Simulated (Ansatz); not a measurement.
A 2-atom cell of AgBr started from a crystallographic database, relaxed with r2SCAN, was run in the plane-wave code Ansatz under altered settings. All numbers are computed, without spin polarisation but where a row says otherwise.

```yaml
crystal:
  lattice:
    - [0.00000, 2.89276, 2.89276]
    - [2.89276, 0.00000, 2.89276]
    - [2.89276, 2.89276, 0.00000]
  atoms:
    - { symbol: Ag, position: [0.00000, 0.00000, 0.00000] }
    - { symbol: Br, position: [0.50000, 0.50000, 0.50000] }
```

The base run's other keys:
```yaml
kpoints:
  mp_grid: { grid: [4, 4, 4] }
hamiltonian:
  xc: hse06
scf:
  occupations: { method: fixed }
  n_extra_bands: 4
```

It takes 13 iterations with 941 plane waves at 420 eV and 8 k points, and leaves a mean stress of +1.13 GPa. The gap over this mesh is 2.039 eV. It ran on 4 threads of Arm Neoverse V1, on a shared host.

Outcomes, with energy and stress as changes against the base:
```
                                 setting    outcome  ΔF (meV/atom)  Δ mean stress (GPa)  gap on the mesh (eV)  iterations  wall time
                    hamiltonian.xc: pbe0  converged              –                 -0.1                 2.719          13      4.6 s
PBE hybrid, exx coeff 1.0, omega 0.3 1/Å  converged              –                 -0.4                 5.671          20      6.4 s
       scf.exx.singularity: wigner_seitz  converged            0.0                  0.0                 2.039          13      4.8 s
                      basis.ecutwfc: 500  converged           -3.2                  0.0                 2.040          13      5.5 s
             scf.eigensolver.kind: dense  converged            0.0                  0.0                 2.039          12       24 s
```
A dash marks a value that wasn't obtained or can't be compared. Stress is positive in compression. The base took 4.9 s.

- hamiltonian.xc: pbe0. The mean stress moves by -0.1 GPa and the gap on the mesh by +0.680 eV (to 2.719). It's another functional on the same cell, so totals aren't comparable.
- PBE hybrid, exx coeff 1.0, omega 0.3 1/Å. That is 100 % exact exchange, screened with ω = 0.3 1/Å, against HSE06's 25 % screened at 0.208 1/Å. The mean stress moves by -0.4 GPa and the gap on the mesh by +3.632 eV (to 5.671). Totals of different functionals aren't comparable.
- basis.ecutwfc: 500. 1243 plane waves in place of 941. The free energy moves by -3.2 meV an atom, the mean stress by 0.0 GPa and the gap on the mesh by +0.001 eV (to 2.040). The base cutoff was converged to that degree.

Within 1 meV an atom, 0.1 GPa and 0.005 eV of the base stay: scf.exx.singularity: wigner_seitz; scf.eigensolver.kind: dense.

Spin-orbit coupling is left out.

The program warns that its thresholds are loose for a hybrid's stress.

The meshes of the hybrids are coarse, so their gaps aren't converged to the digits shown.
